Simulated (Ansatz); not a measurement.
Sn:

```xyz
1
Lattice="-1.6664 1.7078 2.1828 1.7939 -1.8589 2.3917 1.6937 1.8854 -2.2976" Properties=species:S:1:pos:R:3 pbc="T T T"
Sn    0.0000    0.0000    0.0000
```

This isn't the form of Sn at room conditions, which is tetragonal (white tin).

The cell isn't the ideal one: cell sheared at random, sigma 0.06, atoms nudged by 0.01 Å.

* Program: Ansatz 0.2.0
* Task: relaxation of cell and atoms
* Functional: PBE0
* Potentials or basis: Ansatz PAW
* Cutoff: 420 eV (not typed: the program's choice for these potentials)
* k mesh: 5 × 5 × 5
* Occupations: fermi-dirac, width 0.05 eV
* Spin: no spin polarisation

At the start: volume 28.61 Å³/atom.

Question: Where does the relaxation end?

Answer: It ends after 6 steps and the volume is 26.99 Å³/atom (-5.6 %); space group Immm (No. 71, to 0.05 Å).

Step by step:
| step | energy change (eV) | largest force (eV/Å) | volume (Å³) |
| --- | --- | --- | --- |
| 1 | 0.0000 | 0.0000 | 28.61 |
| 2 | -0.0340 | 0.0000 | 27.15 |
| 3 | -0.0361 | 0.0000 | 26.88 |
| 4 | -0.0363 | 0.0000 | 26.99 |
| 5 | -0.0363 | 0.0000 | 26.99 |
| 6 | -0.0360 | 0.0000 | 26.99 |

Final structure:
```xyz
1
Lattice="-1.6043 1.6074 2.2269 1.7129 -1.7129 2.4005 1.7065 1.8118 -2.3151" Properties=species:S:1:pos:R:3 pbc="T T T"
Sn    0.0000    0.0000    0.0000
```

Caveat: the k mesh is coarse (spacing up to 0.50 Å⁻¹), so the values aren't converged, least of all with exact exchange; the plane-wave basis is chosen anew once the cell has moved, so the energies of steps on either side of that aren't comparable; the PAW data sets come from PBE, with cores solved anew for the run's functional, which leaves a small shift of forces and pressure.
